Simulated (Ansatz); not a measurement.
The computed numbers are results of r²SCAN, scalar-relativistic (no spin polarisation) in the plane-wave PAW code Ansatz at 500 eV, 12×12×12 k-mesh, Gaussian smearing of 0.05 eV. The datasets are Ansatz's generated set soft_2.

A compound XN has these computed properties.

```json
{
 "Space group": "P-6m2 (No. 187)",
 "Conventional cell": "a = 3.085 Å, b = 3.085 Å, c = 2.891 Å, α = 90.00°, β = 90.00°, γ = 120.00°",
 "Volume": "11.92 Å³/atom",
 "Band gap": "zero (metallic)",
 "Density of states at the Fermi level": "1.0 states/(eV·atom)",
 "Bader charges": "X 1.82; N -1.82 e",
 "f electrons (orthogonalised atomic orbitals)": "X 13.99",
 "Formation energy from the elements (0 K, uncorrected)": "-1.48 eV/atom",
 "Bulk modulus (Birch–Murnaghan)": "249 GPa",
 "Pressure derivative B0′": "4.0"
}
```

Sites: X on 1a, N on 1f.

Which element is X?
A. Hf
B. Yb
C. Lu
D. Ta

A. X is Hf, so the compound is HfN.

The start was a prototype's sites filled with these elements. The Crystallography Open Database lists the compound in space group Fm-3m (rock salt), so this is a trial structure.

Spin–orbit coupling, which matters for such heavy elements, is left out. The cell is a metal with an odd number of electrons, and spin polarisation wasn't tried.
